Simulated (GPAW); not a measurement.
# SiO2 (I-42d) in GPAW: settings compared

Aim: see how the results for SiO2 move with the level of theory and the settings. Levels: r2SCAN, TB-mBJ. Tasks: band structure, single point.

All numbers are computed with GPAW 26.7.0; they aren't measurements. Logs are shortened: lines on timing, memory, paths and dates and some standing lists are left out, and cuts for length are marked. The log counts tension as positive stress, the text compression.

### Step 1. The crystal as given

It takes space group I-42d (No. 122, tetragonal). The conventional cell has a = 4.955 Å, b = 4.955 Å, c = 7.311 Å, α = 90.00°, β = 90.00°, γ = 90.00°. Around Si (site symmetry -4) lie 4 O at 1.61 Å. O (site symmetry 2) has 2 Si at 1.61 Å as nearest neighbours.

The cell comes from a database or a generator and needn't be the stable form of this composition.

### Step 2. Band structure, r2SCAN

run.py

```python
from ase import Atoms
from ase.dft.bandgap import bandgap
from ase.io import write
from ase.units import GPa
from gpaw import GPAW, PW

atoms = Atoms(['Si', 'Si', 'O', 'O', 'O', 'O'],
              cell=[[-2.4772904627, 2.4772904627, 3.6556712422],
                    [2.4772904627, -2.4772904627, 3.6556712422],
                    [2.4772904627, 2.4772904627, -3.6556712422]],
              scaled_positions=[[0.75, 0.25, 0.5],
                                [0.0, 0.0, 0.0],
                                [0.875, 0.02821387, 0.65321387],
                                [0.77821387, 0.125, 0.15321387],
                                [0.97178613, 0.625, 0.84678613],
                                [0.375, 0.22178613, 0.34678613]],
              pbc=True)

calc = GPAW(mode=PW(800),
            xc='MGGA_X_R2SCAN+MGGA_C_R2SCAN',
            kpts={'size': (5, 5, 5), 'gamma': True},
            occupations={'name': 'fermi-dirac', 'width': 0.05},
            nbands=30,
            convergence={'density': 1e-05, 'energy': 1e-05},
            maxiter=150,
            txt='gpaw.txt')
atoms.calc = calc
energy = atoms.get_potential_energy()
forces = atoms.get_forces()
stress = atoms.get_stress()
calc.write('gs.gpw')
write('result.traj', atoms)
print(f'Energy: {energy:.6f} eV')
print('Forces (eV/A):')
print(forces.round(4))
print('Stress (GPa):', (stress / GPa).round(3))
print('Fermi level:', round(calc.get_fermi_level(), 4), 'eV')
print(f'Gap: {bandgap(calc)[0]:.4f} eV, direct: {bandgap(calc, direct=True)[0]:.4f} eV')

path = atoms.cell.bandpath('GXYSGZS1NPY1Z,XP', npoints=60, eps=1e-4)
bs_calc = calc.fixed_density(kpts=path, symmetry='off', nbands=48,
                             convergence={'bands': 'CBM+6.0', 'eigenstates': 1e-6}, txt='bands.txt')
bs = bs_calc.band_structure()
bs.write('bs.json')
print(f'Gap on the path: {bandgap(bs_calc)[0]:.4f} eV')
```

Potentials or basis: GPAW PAW data sets (gpaw-data 1.2.1), pw.

Launch:

```
$ OMP_NUM_THREADS=1 python run.py
```

gpaw.txt:

```text
__  _  _
 | _ |_)|_||  |
 |__||  | ||/\| - 26.7.0

Input parameters:
  mode=PW(ecut=800.0),
  convergence={'density': 1e-05, 'energy': 1e-05},
  kpts=MonkhorstPack(size=(5, 5, 5), gamma=True),
  maxiter=150,
  nbands=30,
  occupations=Occupations(name='fermi-dirac', width=0.05),
  xc=XC(name='MGGA_X_R2SCAN+MGGA_C_R2SCAN')

Diagonalizing LCAO Hamiltonian
Converting LCAO to pw mode

               O
         O
            Si
            O

          Si

Atoms  # Å, Bohr magnetons
|   | symbol |         x |        y |        z |    initial magnetic moments |
|---|--------|-----------|----------|----------|-----------------------------|
| 0 |     Si |  0.000000 | 2.477290 | 1.827836 | ( 0.0000,  0.0000,  0.0000) |
| 1 |     Si |  0.000000 | 0.000000 | 0.000000 | ( 0.0000,  0.0000,  0.0000) |
| 2 |      O | -0.479535 | 3.715936 | 0.913918 | ( 0.0000,  0.0000,  0.0000) |
| 3 |      O | -1.238645 | 1.997756 | 2.741753 | ( 0.0000,  0.0000,  0.0000) |
| 4 |      O |  1.238645 | 2.956825 | 2.741753 | ( 0.0000,  0.0000,  0.0000) |
| 5 |      O |  0.479535 | 1.238645 | 0.913918 | ( 0.0000,  0.0000,  0.0000) |

Unit cell  # Å
| periodic |         x |         y |         z |  lengths |     angles |
|----------|-----------|-----------|-----------|----------|------------|
|      yes | -2.477290 |  2.477290 |  3.655671 | 5.063385 | 121.416643 |
|      yes |  2.477290 | -2.477290 |  3.655671 | 5.063385 | 121.416643 |
|      yes |  2.477290 |  2.477290 | -3.655671 | 5.063385 |  87.563331 |

Number of symmetries: 4
Symmetry operations  # r_c * U_cc + t_c -> r_c
|   | kind |            matrix            |
|---|------|------------------------------|
| 0 |  E   |  1, 0, 0,  0, 1, 0,  0, 0, 1 |
| 1 |  C2  |  0, 1, 0,  1, 0, 0, -1,-1,-1 |
| 2 |  S4  |  0, 0, 1, -1,-1,-1,  0, 1, 0 |
| 3 |  S4  | -1,-1,-1,  0, 0, 1,  1, 0, 0 |

BZ-sampling:
  Number of BZ points: 125
  Number of IBZ points: 21

  Monkhorst-Pack size: [5, 5, 5]
  Monkhorst-Pack shift: [0, 0, 0]

K-points  # in reciprocal-cell coordinates
|     |                                coordinates |     weight |
|-----|--------------------------------------------|------------|
|   0 | (  0.00000000,   0.00000000,   0.00000000) | 0.00800000 |
|   1 | (  0.20000000,  -0.20000000,   0.00000000) | 0.03200000 |
|   2 | (  0.20000000,  -0.20000000,   0.20000000) | 0.03200000 |
|   3 | (  0.20000000,   0.00000000,   0.00000000) | 0.06400000 |
|   4 | (  0.20000000,   0.20000000,  -0.20000000) | 0.01600000 |
|   5 | (  0.40000000,  -0.40000000,  -0.20000000) | 0.03200000 |
|   6 | (  0.40000000,  -0.40000000,   0.00000000) | 0.03200000 |
|   7 | (  0.40000000,  -0.40000000,   0.20000000) | 0.03200000 |
|   8 | (  0.40000000,  -0.40000000,   0.40000000) | 0.03200000 |
|   9 | (  0.40000000,  -0.20000000,  -0.20000000) | 0.06400000 |
| ... |                                            |            |
|  20 | (  0.40000000,   0.40000000,   0.40000000) | 0.06400000 |

Plane wave coefficients: 4645
Cutoff: 800.0 eV

Spin-components: 1 (collinear spins)
Bands:           30
Projectors:      30
Spin-degeneracy: 2
Datatype:        complex128

Parallelization:
  kpt:    1
  domain: 1
  band:   1

Density:
  Valence electrons: 32.0
  Components: 1
  Grid points: [35 35 35]
  Charge: 0.0  # |e|

Potential:
  Grid points: [35 35 35]

species:
  Si:
    name:    Silicon
    Z:       14.0
    valence: 4
    core:    10
    charge:  0.0  # [|e|]
    compensation charges:
      type: gauss
      rc: 0.33  # [Å]
      lmax: 2
    cutoffs:
      filter: 1.86  # [Å]
      core: 2.06  # [Å]
    projectors
    | kind |    occ | energy [eV] | rcut [Å] |
    |------|--------|-------------|----------|
    |   3s |  2.000 |     -10.812 |    1.058 |
    |   3p |  2.000 |      -4.081 |    1.058 |
    |    s |        |      16.399 |    1.058 |
    |    p |        |      23.130 |    1.058 |
    |    d |        |       0.000 |    1.058 |

    Using partial waves for Si as LCAO basis

  O:
    name:    Oxygen
    Z:       8.0
    valence: 6
    core:    2
    charge:  0.0  # [|e|]
    compensation charges:
      type: gauss
      rc: 0.21  # [Å]
      lmax: 2
    cutoffs:
      filter: 1.17  # [Å]
      core: 0.83  # [Å]
    projectors
    | kind |    occ | energy [eV] | rcut [Å] |
    |------|--------|-------------|----------|
    |   2s |  2.000 |     -23.961 |    0.688 |
    |   2p |  4.000 |      -9.029 |    0.598 |
    |    s |        |       3.251 |    0.688 |
    |    p |        |      18.182 |    0.598 |
    |    d |        |       0.000 |    0.619 |

    Using partial waves for O as LCAO basis

Reference energy: -23936.097705  # eV

eigensolver:
  PPCG
  Converge bands: occupied
  niter=2

density mixing:
  MSR1-Mixer
  Pratt-step length: 0.05
  Maximum mixing coefficient: 0.75
  Old densities: 10
  SVD Regularization: 0.005
  Good broyden scale: 1.0
  Trust region scale: 1.0
  Backstep threshold: 4.0
  History deletion threshold: 6.0
  Fourier metric: weight=20.0, sigma=0.015

occupation numbers:
  Fermi-Dirac:
    width: 0.0500  # eV

poisson solver:
  ecut: 6400.0  # eV

xc functional:
  name: MGGA_X_R2SCAN+MGGA_C_R2SCAN with 2 nearest neighbor stencil

convergence criteria:
- Maximum integral of absolute [dens]ity change: 1e-05 electrons / valence electron
- Maximum [total energy] change in last 3 cyles: 1e-05 eV / valence electron
- Maximum integral of absolute [eigenst]ate change: 4e-08 eV^2 / valence electron
maximum number of iterations: 150

SCF iterations
|iter     | |      energy | eigst |  dens |
|---------|-|-------------|-------|-------|
|iter:   1| |  -77.949101 | +0.08 |       |
|iter:   2| |  -62.818124 | -1.46 | -0.69 |
|iter:   3| |  -59.292495 | -0.56 | -0.73 |
|iter:   4| |  -59.616219 | -2.43 | -1.29 |
|iter:   5| |  -59.701220 | -2.78 | -1.58 |
|iter:   6| |  -59.701347 | -4.88 | -2.78 |
|iter:   7| |  -59.701455c| -5.56 | -3.18 |
|iter:   8| |  -59.701455c| -7.54c| -4.21 |
|iter:   9| |  -59.701455c| -8.44c| -4.76 |
|iter:  10| |  -59.701455c| -8.90c| -5.47c|

Converged in 10 steps
Energy contributions relative to reference atoms: (reference = -23936.097705)

Energy contributions:
  Kinetic:          49.442500
  Coulomb:         -44.554023
  Zero:              0.571692
  External:          0.000000
  Xc:              -65.161625
  Entropy:          -0.000000
  Spinorbit:         0.000000
  ----------------------------
  Free energy:     -59.701455
  Extrapolated:    -59.701455

dipole moment: (-20.312782, 9.787120, -7.766219)  # |e|*Ang

Fermi level: 0.758
Eigenvalues  # (at kpt = [0.000, 0.000, 0.000])
| band index |      eig [eV] | occ [0-2] |
|------------|---------------|-----------|
|          0 |       -20.783 |     2.000 |
|        ... |               |           |
|          8 |        -3.229 |     2.000 |
|          9 |        -2.795 |     2.000 |
|         10 |        -2.253 |     2.000 |
|         11 |        -2.253 |     2.000 |
|         12 |        -2.201 |     2.000 |
|         13 |        -1.317 |     2.000 |
|         14 |        -0.620 |     2.000 |
|         15 |        -0.620 |     2.000 |
|         16 |         5.984 |     0.000 |
|         17 |         9.140 |     0.000 |
|         18 |        11.154 |     0.000 |
|         19 |        11.154 |     0.000 |
|         20 |        11.212 |     0.000 |
|         21 |        12.245 |     0.000 |
|         22 |        12.246 |     0.000 |
|         23 |        13.195 |     0.000 |
|        ... |               |           |
|         29 |        16.414 |     0.000 |

Gap: 6.604 eV
Transition (v -> c):
  (s=0, k=0, n=15, [0.00, 0.00, 0.00]) -> (s=0, k=0, n=16, [0.00, 0.00, 0.00])
No difference between direct/indirect transitions

Forces  # eV/Ang
|        x |        y |        z |
|----------|----------|----------|
|  0.00000 |  0.00000 |  0.00000 |  # Si   0
|  0.00000 |  0.00000 |  0.00000 |  # Si   1
| -0.22862 |  0.00027 | -0.00102 |  # O    2
| -0.00027 | -0.22862 |  0.00102 |  # O    3
|  0.00027 |  0.22862 |  0.00102 |  # O    4
|  0.22862 | -0.00027 | -0.00102 |  # O    5

Stress tensor  # eV/Ang^3
|         x |         y |         z |
|-----------|-----------|-----------|
| -0.017570 |  0.000000 |  0.000000 |
|  0.000000 | -0.017570 |  0.000000 |
|  0.000000 |  0.000000 | -0.017101 |

# Writing to gs.gpw (mode='')
```

It took 10 min on 1 thread of Arm Neoverse V2, shared host; peak memory 0.64 GiB.

What came out:

```yaml
Free_energy: -59.7015 eV
Pressure: 2.8 GPa
Largest_force: 0.229 eV/Å
Band_gap_on_the_k_mesh: 6.60 eV, direct
Band_gap_along_the_path: 6.60 eV, direct
```

Forces in eV/Å, atoms in the order of the input:
```
Si   0.000  0.000  0.000
Si   0.000  0.000  0.000
O   -0.229  0.000 -0.001
O    0.000 -0.229  0.001
O    0.000  0.229  0.001
O    0.229  0.000 -0.001
```

Stress tensor (GPa, compression positive):
```
2.81 0.00 0.00
0.00 2.81 0.00
0.00 0.00 2.74
```

Levels at the corners of the path, in eV from the valence-band top:
| point | band 12 | band 13 | band 14 | band 15 | band 16 | band 17 | band 18 | band 19 | band 20 | band 21 |
| --- | --- | --- | --- | --- | --- | --- | --- | --- | --- | --- |
| Γ | -1.63 | -1.58 | -0.70 | 0.00 | 0.00 | 6.60 | 9.76 | 11.77 | 11.77 | 11.83 |
| X | -2.11 | -1.01 | -1.01 | -0.35 | -0.35 | 9.88 | 9.88 | 11.32 | 11.32 | 12.17 |
| Y | -1.96 | -1.10 | -1.10 | -0.48 | -0.48 | 10.22 | 10.22 | 10.60 | 10.60 | 11.92 |
| S | -1.60 | -1.44 | -1.15 | -0.65 | -0.27 | 9.98 | 10.11 | 10.15 | 11.07 | 12.10 |
| Γ | -1.63 | -1.58 | -0.70 | 0.00 | 0.00 | 6.60 | 9.76 | 11.77 | 11.77 | 11.83 |
| Z | -2.11 | -1.52 | -1.52 | -0.33 | -0.33 | 9.65 | 9.65 | 11.17 | 11.17 | 12.78 |
| S1 | -1.60 | -1.44 | -1.15 | -0.65 | -0.27 | 9.98 | 10.11 | 10.15 | 11.07 | 12.10 |
| N | -1.66 | -1.52 | -0.81 | -0.51 | -0.14 | 9.16 | 9.57 | 10.53 | 11.25 | 11.90 |
| P | -1.88 | -1.03 | -1.03 | -0.46 | -0.46 | 10.22 | 10.22 | 10.52 | 10.52 | 12.34 |
| Y1 | -1.96 | -1.10 | -1.10 | -0.48 | -0.48 | 10.22 | 10.22 | 10.60 | 10.60 | 11.92 |
| Z | -2.11 | -1.52 | -1.52 | -0.33 | -0.33 | 9.65 | 9.65 | 11.17 | 11.17 | 12.78 |
| X | -2.11 | -1.01 | -1.01 | -0.35 | -0.35 | 9.88 | 9.88 | 11.32 | 11.32 | 12.17 |
| P | -1.88 | -1.03 | -1.03 | -0.46 | -0.46 | 10.22 | 10.22 | 10.52 | 10.52 | 12.34 |

Caveat: the PAW data sets were made with another functional, which shifts forces and pressure a little. r2SCAN opens gaps a little over a GGA but as a rule still falls short of measured ones.

### Step 3. Single point, TB-mBJ

run.py

```python
from ase import Atoms
from ase.dft.bandgap import bandgap
from ase.io import write
from gpaw import GPAW, PW

atoms = Atoms(['Si', 'Si', 'O', 'O', 'O', 'O'],
              cell=[[-2.4772904627, 2.4772904627, 3.6556712422],
                    [2.4772904627, -2.4772904627, 3.6556712422],
                    [2.4772904627, 2.4772904627, -3.6556712422]],
              scaled_positions=[[0.75, 0.25, 0.5],
                                [0.0, 0.0, 0.0],
                                [0.875, 0.02821387, 0.65321387],
                                [0.77821387, 0.125, 0.15321387],
                                [0.97178613, 0.625, 0.84678613],
                                [0.375, 0.22178613, 0.34678613]],
              pbc=True)

calc = GPAW(mode=PW(800),
            xc='TB09',
            kpts={'size': (6, 6, 6), 'gamma': True},
            occupations={'name': 'fermi-dirac', 'width': 0.05},
            nbands=30,
            convergence={'density': 1e-05, 'energy': 1e-05},
            eigensolver='cg',
            maxiter=150,
            txt='gpaw.txt')
atoms.calc = calc
energy = atoms.get_potential_energy()
calc.write('gs.gpw')
write('result.traj', atoms)
print('Fermi level:', round(calc.get_fermi_level(), 4), 'eV')
print(f'Gap: {bandgap(calc)[0]:.4f} eV, direct: {bandgap(calc, direct=True)[0]:.4f} eV')
```

Potentials or basis: GPAW PAW data sets for LDA (gpaw-data 1.2.1), pw.

Launch:

```
$ OMP_NUM_THREADS=1 python run.py
```

Wall time 11 min (1 thread of Arm Neoverse V2, shared host); peak memory 0.39 GiB.

Results (log left out):

| Quantity | Value |
| --- | --- |
| Band gap on the k mesh | 9.22 eV, direct |

Levels at points of the mesh, in eV from the valence-band top:
| k point | band 14 | band 15 | band 16 | band 17 | band 18 | band 19 |
| --- | --- | --- | --- | --- | --- | --- |
| (0.00, 0.00, 0.00) | -0.65 | 0.00 | 0.00 | 9.22 | 11.73 | 13.36 |
| (0.50, 0.00, 0.50) | -0.78 | -0.50 | -0.12 | 11.01 | 12.65 | 13.05 |
| (0.50, 0.50, 0.00) | -0.90 | -0.37 | -0.37 | 12.18 | 12.18 | 13.20 |
| (0.50, 0.50, 0.50) | -1.38 | -0.33 | -0.33 | 12.10 | 12.10 | 13.18 |

Caveat: a model potential gives levels but no total energy; the PAW data sets were made with another functional, which shifts forces and pressure a little. A k mesh can miss the band edges.
